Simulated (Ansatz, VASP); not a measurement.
## Cross-check of Ge3H4 (Ge wire along [110], 6 atoms a period, H-terminated) between VASP and Ansatz

Aim: how closely do two programs agree when they are given the same cell, functional and k mesh? The structure shown is the start of the Ansatz relaxation below; VASP solves that cell, so the two are compared at the walk's first step.

Program: Ansatz 0.2.0. Level of theory: plane waves, with VASP 6.6.1 beside it; single point at PBE. Results are calculated unless marked as measured.

## Step 1: The structure

The cell holds 14 atoms: 6 Ge and 8 H. Its edges and angles: a = 12.921 Å, b = 13.420 Å, c = 4.073 Å, α = 90.0°, β = 90.0°, γ = 90.0°. Vacuum lies along a and b. The structure's axis is c.

## Step 2: Ansatz: relaxation, PBE

Ansatz runs on its PAW soft_1 files.

The two programs are compared at the cell with which this relaxation starts, whose forces are those of its first step.

The input, input.yaml:

```yaml
crystal:
  lattice:
    - [12.921, 0.0, 0.0]
    - [0.0, 13.42, 0.0]
    - [0.0, 0.0, 4.0729350596]
  atoms:
    - { symbol: Ge, position: [0.444289639, 0.348266369, 0.0] }
    - { symbol: H, position: [0.513995267, 0.253353204, 0.0] }
    - { symbol: Ge, position: [0.555736121, 0.500015067, 0.0] }
    - { symbol: H, position: [0.263137528, 0.253353204, 0.5] }
    - { symbol: H, position: [0.263137528, 0.443179533, 0.5] }
    - { symbol: H, position: [0.263137528, 0.746676929, 0.5] }
    - { symbol: H, position: [0.263137528, 0.556850601, 0.5] }
    - { symbol: Ge, position: [0.332843156, 0.348266369, 0.5] }
    - { symbol: Ge, position: [0.332843156, 0.651763765, 0.5] }
    - { symbol: Ge, position: [0.667182604, 0.500015067, 0.5] }
    - { symbol: H, position: [0.736888232, 0.405101902, 0.5] }
    - { symbol: H, position: [0.736888232, 0.594928231, 0.5] }
    - { symbol: Ge, position: [0.444289639, 0.651763765, 0.0] }
    - { symbol: H, position: [0.513995267, 0.746676929, 0.0] }
kpoints:
  mp_grid: { grid: [1, 1, 20] }
scf:
  occupations: { method: fermi_dirac, width: 0.05 }
hamiltonian:
  xc: pbe
  pseudopotentials: { kind: paw, azcp: { folder: soft_1 } }
relax:
  cell: { fix: [a, b, alpha, beta, gamma] }
  max_steps: 45
  f_tol: 0.03
```

The run is started by

```bash
$ ansatz run input.yaml --threads 4 --pin off --max-ram 16384MiB --backend cpu --events-out ev --progress --plain --runs-dir out
```

Numbers of over 12 decimals in the logs are rounded to 6 here.

What it wrote:

```text
Engine: ansatz 0.2.0, aarch64-unknown-linux-gnu
Pseudopotentials: kind: paw
Pseudopotential: Ge, paw, valence charge 14, recommended cutoff 420 eV (normal), soft_1/Ge.paw.azcp
Pseudopotential: H, paw, valence charge 1, recommended cutoff 420 eV (normal), soft_1/H.paw.azcp
Functional definition: PBE
  parameter kappa = 0.804
  parameter beta = 0.066725
  exchange = pbe_x(kappa = kappa, mu = beta*pi^2/3)
  correlation = pbe_c(beta = beta)
Crystal: 14 atoms, lattice volume = 706.246 Å³
Basis set: ecut = 420 eV, 13855 PW (Γ), exchange–correlation on 180×180×60 points (8 copies of the dense FFT grid, shifted against one another)
Bands: 60, of which v1, the nominal top of the filled ones, is band 46 counted from 1 (45 counted from 0)
Symmetry: 4 space group operations
Space group: Pmm2 (ITA 25), of the structure as read, at distance tolerance 8.9e-5 Å
k-points: 11 of 20
Non-local potential: Ge, projectors of the file, l = 0: 2, l = 1: 2, l = 2: 3, l = 3: 1
Non-local potential: H, projectors of the file, l = 0: 2, l = 1: 1
PAW form: soft (Blöchl's): semilocal exchange-correlation on the pseudo side does not see the compensation charge
PAW one-centre angular grid: Ge, 590 points (default); XC on 64 Gauss nodes
PAW one-centre angular grid: H, 110 points (default); XC on 64 Gauss nodes
Initial density: superposition of atomic densities (neutral atoms: chi_scale 0, normalization atom)
Initial wavefunctions: pseudopotential atomic-orbital guess
Functional: x = pbe(κ = 0.804, μ = 0.219515), c = pbe(β = 0.066725)
SCF iter   1: F=—  HF=-25896.994664 eV  |F-HF|=—  |Δ(HF+E_count)|=         —  Δρ=3.30e-2  dr2=6.50e0  ethr=3.10e-3  ⟨swp⟩=7.5  Hψ=2812  notcnv=0  defer=4
preconditioner: auto → Resta (q_TF=auto, 1.943 Å⁻¹)  ε∞=1.7  [insulator: Δε(μ)=2.127 eV  Ē_g=9.705 eV  σ=0.050 eV  W_gap=1.00  n_scr=92 (ndim 8)  ℏωp=7.9 eV  f_vac=0.613  D(μ)=0.00/eV (n_scr^D=0)  ε∞_Penn≈1.7  vacuum switching on, ρ_ref=6.8e-3 e/Å³]
SCF iter   2: F=—  HF=-25895.437166 eV  |F-HF|=—  |Δ(HF+E_count)|=    1.56e0  Δρ=1.44e-2  dr2=1.40e0  ethr=3.10e-3  ⟨swp⟩=3.0  Hψ=1003  notcnv=0  defer=87
SCF iter   3: F=—  HF=-25895.071345 eV  |F-HF|=—  |Δ(HF+E_count)|=   3.66e-1  Δρ=2.27e-3  dr2=1.15e-1  ethr=1.53e-3  ⟨swp⟩=3.9  Hψ=965  notcnv=0  defer=87
SCF iter   4: F=—  HF=-25895.048201 eV  |F-HF|=—  |Δ(HF+E_count)|=   2.31e-2  Δρ=1.03e-3  dr2=6.54e-3  ethr=1.25e-4  ⟨swp⟩=4.3  Hψ=1333  notcnv=0  defer=87
SCF iter   5: F=—  HF=-25895.049473 eV  |F-HF|=—  |Δ(HF+E_count)|=   1.27e-3  Δρ=3.34e-4  dr2=7.73e-4  ethr=7.10e-6  ⟨swp⟩=2.5  Hψ=990  notcnv=0  defer=86
SCF iter   6: F=—  HF=-25895.049790 eV  |F-HF|=—  |Δ(HF+E_count)|=   3.17e-4  Δρ=7.12e-5  dr2=7.03e-5  ethr=8.40e-7  ⟨swp⟩=2.0  Hψ=1076  notcnv=0  defer=86
SCF iter   7: F=—  HF=-25895.049834 eV  |F-HF|=—  |Δ(HF+E_count)|=   4.36e-5  Δρ=2.37e-5  dr2=5.86e-6  ethr=7.64e-8  ⟨swp⟩=2.1  Hψ=1106  notcnv=0  defer=86
SCF iter   8: F=—  HF=-25895.049839 eV  |F-HF|=—  |Δ(HF+E_count)|=   4.86e-6  Δρ=1.04e-5  dr2=1.31e-6  ethr=6.37e-9  ⟨swp⟩=2.0  Hψ=959  notcnv=0  defer=86
SCF iter   9: F=-25895.049840 eV  HF=-25895.049840 eV  |F-HF|=6.02e-8  |Δ(HF+E_count)|=   8.87e-7  Δρ=3.04e-6  dr2=6.85e-8  ethr=1.09e-10  ⟨swp⟩=3.5  Hψ=2549  notcnv=0
SCF 1 converged in 9 iterations: F = -25895.049840 eV  dr2 = 6.85e-8
  greatest PAW one-centre occupation: 0.998 electrons in one spin orbital (limit 2), on the Ge atom at site 9 (counted from 0), in its partial waves of l = 2
relax step   1: F+E_penalty+E_count = -25895.04983976 eV  Δ(F+E_penalty+E_count) = +0.000e0 eV  max|allowed force component| = 4.914e-1 eV/Å  Δτ_max = 0.0000 Å  P = -0.406 GPa  Ω = 706.246 Å³  fix = [a, b, alpha, beta, gamma]  reactions: a -0.633, b -0.164 GPa  (9 SCF iters, dr2 threshold 1.00e-7 eV, accepted)
[...]
relax step   7: F+E_penalty+E_count = -25895.31427531 eV  Δ(F+E_penalty+E_count) = -3.051e-3 eV  max|allowed force component| = 5.793e-2 eV/Å  Δτ_max = 0.0873 Å  P = -0.021 GPa  Ω = 704.241 Å³  energy of the carried Pulay correction = +2.951e-4 eV  fix = [a, b, alpha, beta, gamma]  reactions: a -0.022, b -0.046 GPa  (10 SCF iters, accepted)
[...]
relax step   8: F+E_penalty+E_count = -25895.31483558 eV  Δ(F+E_penalty+E_count) = -5.603e-4 eV  max|allowed force component| = 3.403e-3 eV/Å  Δτ_max = 0.0179 Å  P = -0.001 GPa  Ω = 704.338 Å³  energy of the carried Pulay correction = +2.809e-4 eV  fix = [a, b, alpha, beta, gamma]  reactions: a -0.004, b +0.003 GPa  (5 SCF iters, dr2 threshold 2.10e-7 eV, accepted)
[...]
relax step   9: F+E_penalty+E_count = -25895.31447779 eV  Δ(F+E_penalty+E_count) = +3.578e-4 eV  max|allowed force component| = 3.449e-3 eV/Å  Δτ_max = 0.0000 Å  P = -0.000 GPa  Ω = 704.338 Å³  fix = [a, b, alpha, beta, gamma]  reactions: a -0.003, b +0.003 GPa  stress off target by 3.80e-4 GPa on what of the cell is left free  SCF on the basis re-selected at this cell (its energy is not comparable with the rows above)  (5 SCF iters)
basis re-selected at this cell: Δ(F+E_penalty+E_count) = +3.578e-4 eV, ΔP = +0.001 GPa vs the last step (what re-selecting the basis moved, of the pressure what is left beyond the Pulay correction that the steps carried, after the strain that the cell walked since its last selection, with what the two solves' SCF thresholds leave and, on support functions, any second-order correction that the steps lacked; it is no m [...]
SCF converged after 5 iterations
Free energy (F): -25895.314478 eV
Harris-Foulkes:  -25895.314478 eV  (|F-HF|=4.73e-11)
Internal energy: -25895.314478 eV  (E = F + TS)
E sigma→0 (E₀):  -25895.314478 eV
Fermi energy:    -1.412326 eV
--- Per-component energies (eV) ---
  E_band       = -1794.201755
  E_kinetic    = 657.009495
  E_local      = -37988.423302  (includes V_loc(G=0)·N_el)
  E_nonlocal   = 1317.242150
  E_hartree    = 18231.557099
  E_xc         = -495.493030
  E_vxc        = -475.069423  (∫ρ·V_xc dr)
  E_paw        = -12092.118075  (= ΣΔE_a)
  E_vpaw       = -1768.067480  (= ΣTr[D̂ρ^β])
  E_aug_tail   = -0.007412  (compensation charges beyond the density's cutoff)
  E_ewald      = 4474.918599
  E_smearing   = -0.000000  (= −TS)
  E_closure    = 0.000000  (closes the sum)
  Σ components = -25895.314478   (vs F -25895.314478, Δ=0.00e0)
--- Forces (eV/Å), atoms counted from 1 ---
  atom   1  Ge    -0.00042079     0.00011447    -0.00000000
  atom   2  H      0.00000961    -0.00015697     0.00000000
  atom   3  Ge    -0.00050241     0.00000000    -0.00000000
  atom   4  H      0.00344847     0.00031036     0.00000000
  atom   5  H      0.00033011     0.00028117    -0.00000000
  atom   6  H      0.00344847    -0.00031036     0.00000000
  atom   7  H      0.00033011    -0.00028117     0.00000000
  atom   8  Ge    -0.00235336    -0.00158986     0.00000000
  atom   9  Ge    -0.00235336     0.00158986    -0.00000000
  atom  10  Ge    -0.00172819     0.00000000    -0.00000000
  atom  11  H      0.00010051     0.00036642    -0.00000000
  atom  12  H      0.00010051    -0.00036642     0.00000000
  atom  13  Ge    -0.00042079    -0.00011447    -0.00000000
  atom  14  H      0.00000961     0.00015697    -0.00000000
  max |Σ_I F_I| component: 1.47e-6 eV/Å
--- Stress (GPa, compression-positive) ---
       -0.003024       0.000000      -0.000000
        0.000000       0.003055      -0.000000
       -0.000000      -0.000000      -0.000380
  P = ⅓ Tr σ = -0.0001 GPa (-0.001 kbar)
--- Relaxed structure (8 steps of the walk, 8 accepted, 1 SCFs on fresh bases) ---
  F+E_penalty+E_count = -25895.31447779 eV   max|allowed force component| = 3.449e-3 eV/Å   (the final SCF, on the basis selected at the relaxed cell)
  cell:  # Å, volume = 704.3379 Å³
    - [12.921, 0, 0]
    - [0, 13.42, 0]
    - [0, 0, 4.061930]
  atoms:
    - { symbol: Ge, position: [0.442608, 0.346044, 0] }
    - { symbol: H, position: [0.522868, 0.259903, 0.0] }
    - { symbol: Ge, position: [0.545842, 0.500015, 0.0] }
    - { symbol: H, position: [0.286438, 0.222875, 0.500000] }
    - { symbol: H, position: [0.250989, 0.405332, 0.500000] }
    - { symbol: H, position: [0.286438, 0.777155, 0.500000] }
    - { symbol: H, position: [0.250989, 0.594698, 0.500000] }
    - { symbol: Ge, position: [0.338403, 0.326828, 0.500000] }
    - { symbol: Ge, position: [0.338403, 0.673203, 0.500000] }
    - { symbol: Ge, position: [0.653726, 0.500015, 0.500000] }
    - { symbol: H, position: [0.724661, 0.406992, 0.500000] }
    - { symbol: H, position: [0.724661, 0.593038, 0.500000] }
    - { symbol: Ge, position: [0.442608, 0.653987, 0] }
    - { symbol: H, position: [0.522868, 0.740127, 0.0] }
```

Reading the cycles: dr2 is the Hartree energy of the density residual (eV), the measure of convergence; HF is the Harris–Foulkes estimate of the energy, which meets the free energy F at convergence.

(Continued in part 2 of 2.)

[Lines on the potential files, build, host, timing and source positions are cut from VASP's logs without a mark.]

[Logs are printed without paths, hosts, clocks, repeated set-up lines and the standing remarks that a program may print on its own settings, such as how far it seeks lower states.]

[Hosts, paths, dates, database ids (printed as entryN), source tags and the programs' standing remarks are cut or masked in the printed files.]
